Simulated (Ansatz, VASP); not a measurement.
# GaP in VASP and in Ansatz

```xyz
2
Lattice="0.0000 2.7193 2.7329 2.7193 0.0000 2.7329 2.7193 2.7193 0.0000" Properties=species:S:1:pos:R:3 pbc="T T T"
Ga    0.0000    0.0000    0.0000
P     4.0789    4.0789    4.0993
```

Change from the starting cell: z stretched by +0.5 %, x and y held, PAW files.

Alike in both runs: task single point; functional PBEsol; k mesh 8 × 8 × 8; no spin polarisation.

|  | VASP | Ansatz |
| --- | --- | --- |
| version | VASP 6.6.1 | Ansatz 0.2.0 |
| potentials or method | VASP PAW PBE potentials, release 64 (Ga_d, P) | PAW with Ansatz's default frozen-core files, scalar-relativistic |
| plane-wave cutoff (eV) | 520 | 420 |
| occupations | gaussian, width 0.01 eV | fixed |
| valence electrons in the cell | 18 | 18 |

```tsv
	VASP	Ansatz	Ansatz less VASP
gap on the k mesh at the Fermi level (eV)	1.49	1.49	-0.002
pressure (GPa)	-0.5	-0.4	+0.10
largest component of the traceless stress (GPa)	0.25	0.25	0.000
```

Caveats: the PAW data sets were made with another functional, which shifts forces and pressure a little (VASP). A k mesh can miss the band edges.
